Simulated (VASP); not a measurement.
# LiF (Griceite): single point with PBEsol

The system is LiF (Griceite).

```
F Li
1.0
     0.00000    2.01400    2.01400
     2.01400    0.00000    2.01400
     2.01400    2.01400    0.00000
F Li
1 1
Direct
  0.50000 0.50000 0.50000
  0.00000 0.00000 0.00000
```

```
Program             : VASP 6.6.1
Task                : single point
Functional          : PBEsol
Potentials or basis : VASP PAW PBE potentials, release 64 (F, Li_sv)
Cutoff              : 520 eV
k mesh              : 11 × 11 × 11
Occupations         : fermi-dirac, width 0.05 eV
Spin                : no spin polarisation
```

The band gap on the k mesh is 8.92 eV, direct.

Levels at points of the mesh, in eV from the valence-band top:
```csv
k point,band 1,band 2,band 3,band 4,band 5,band 6,band 7,band 8,band 9,band 10
"(0.00, 0.00, 0.00)",-40.21,-19.86,0.00,0.00,0.00,8.92,23.83,23.83,23.83,24.11
```

It took 7.1 s on 1 thread of Intel(R) Xeon(R) Platinum 8375C CPU @ 2.90GHz (Ice Lake) (shared host), peak memory 0.13 GiB.

Caveat: an odd mesh through Γ misses points on the zone boundary, where band edges often lie.
